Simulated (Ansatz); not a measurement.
HfC:

```
Hf C
1.0
     0.00000    2.32500    2.32500
     2.32500    0.00000    2.32500
     2.32500    2.32500    0.00000
Hf C
1 1
Cartesian
  2.3250 2.3250 2.3250
  0.0000 0.0000 0.0000
```

Base run:

| Quantity | Value |
| --- | --- |
| Program | Ansatz 0.2.0 |
| Functional | BLYP |
| Potentials or basis | Ansatz PAW |
| Cutoff | 420 eV (not typed: the program's choice for these potentials) |
| k mesh | 10 × 10 × 10 |
| Occupations | tetrahedron |
| Spin | no spin polarisation |

Its results: band gap on the k mesh none (metal or under the smearing width); pressure 7.5 GPa.

The run is repeated on the same cell with these changes: functional from BLYP to PBEsol; occupations from tetrahedron to gaussian, width 0.05 eV. What comes out?

Band gap on the k mesh none (metal or under the smearing width); pressure -6.5 GPa.

Caveats: the PAW data sets come from PBE, with cores solved anew for the run's functional, which leaves a small shift of forces and pressure; with tetrahedron occupations forces and stress needn't match the slope of the energy (some runs).
